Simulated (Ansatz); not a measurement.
## Two Ansatz runs on GaN

The cell is a database entry far from equilibrium at this level of theory, probably a faulty or high-pressure entry; it serves as a test geometry alone.

First run: DFT, LDA, PAW with Ansatz's default frozen-core files, scalar-relativistic (Ansatz 0.2.0).

Command: `ansatz run input.yaml --threads 1 --pin off --max-ram 2048MiB --backend cpu --events-out ev --progress --plain --runs-dir out` The run took 1.2 s on 1 thread of AMD EPYC 9R45 96-Core Processor (Zen 5), with other jobs on the host, peak memory 0.4 GiB.

```yaml
crystal:
  lattice:
    - [0.0, 1.9925, 1.9925]
    - [1.9925, 0.0, 1.9925]
    - [1.9925, 1.9925, 0.0]
  atoms:
    - { symbol: Ga, position: [0.5, 0.5, 0.5] }
    - { symbol: "N", position: [0.0, 0.0, 0.0] }
kpoints:
  mp_grid: { grid: [13, 13, 13] }
  band_path:
    path:
      - [0.0, 0.0, 0.0]
      - [0.5, 0.0, 0.5]
      - [0.625, 0.25, 0.625]
      - [0.375, 0.375, 0.75]
      - [0.0, 0.0, 0.0]
      - [0.5, 0.5, 0.5]
      - [0.5, 0.25, 0.75]
      - [0.5, 0.0, 0.5]
    npoints: 5
scf:
  occupations: { method: fermi_dirac, width: 0.02 }
hamiltonian:
  xc: lda
  pseudopotentials: { kind: paw }
output:
  forces: true
  stress: true
  eigenvalues: true
  efg: { contact_densities: true }
  write_density: true
  write_potential: true
  elf: true
  volumetric_format: npy
```

Result: converged; pressure 49.7 GPa; gap on the k mesh 1.71 eV (the mesh can miss the band edges); 6 SCF iterations.

The input is then changed:

```diff
@@ -5,6 +5,6 @@
     - [1.9925, 1.9925, 0.0]
   atoms:
-    - { symbol: Ga, position: [0.5, 0.5, 0.5] }
-    - { symbol: "N", position: [0.0, 0.0, 0.0] }
+    - { symbol: Ga, position: [0.5, 0.5, 0.5], spin: -4.0 }
+    - { symbol: "N", position: [0.0, 0.0, 0.0], spin: -4.0 }
 kpoints:
   mp_grid: { grid: [13, 13, 13] }
@@ -23,6 +23,6 @@
   occupations: { method: fermi_dirac, width: 0.02 }
 hamiltonian:
-  xc: lda
-  pseudopotentials: { kind: paw }
+  xc: rpbe
+  pseudopotentials: { kind: nc, accuracy: standard }
 output:
   forces: true
@@ -30,7 +30,5 @@
   eigenvalues: true
   efg: { contact_densities: true }
-  write_density: true
-  write_potential: true
-  elf: true
-  volumetric_format: npy
+magnetization:
+  spin_polarized: true
```

Problem. Predict the outcome of the changed run.

Solution. It was refused before any iteration. The program says:
```
Error: output.efg without hamiltonian.pseudopotentials.kind: paw|paw_fr|all_electron or hamiltonian.pseudopotentials.kind: all_electron — the all-electron EFG reconstruction needs the PAW one-centre densities; drop the efg request, or set kind: paw (paw_fr under spin-orbit coupling) (under a functional that reads the kinetic-energy density, kind: paw is refused in some combinations and carries risks of its own in the rest: see hamiltonian.xc for the refusals and hamiltonian.pseudopotentials.kind for the risks, both in the input reference; kind: paw is refused beside gw.static_remainder)
```
